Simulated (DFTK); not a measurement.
Crystal: NaF (Villiaumite).

```
Na F
1.0
     0.00000    2.32000    2.32000
     2.32000    0.00000    2.32000
     2.32000    2.32000    0.00000
Na F
1 1
Direct
  0.00000 0.00000 0.00000
  0.50000 0.50000 0.50000
```

Base run:

- Program: DFTK 0.8.2
- Functional: TASK
- Potentials or basis: in-house norm-conserving set (r2SCAN, scalar relativistic)
- Cutoff: 1252 eV
- k mesh: 8 × 8 × 8
- Occupations: fermi-dirac, width 0.05 eV
- Spin: no spin polarisation

Its results: band gap on the k mesh 10.23 eV, direct.

The run is repeated on the same cell with these changes: functional from TASK to BJ06. What comes out?

Band gap on the k mesh 7.66 eV, direct.

Caveats: the program warned that the kinetic-energy density falls under its von Weizsäcker bound, which can give unphysical results; the program leaves the constant c of mgga_x_tb09 at 1, so the potential is Becke-Johnson's (BJ06) and not Tran and Blaha's, with levels but no total energy (some runs).
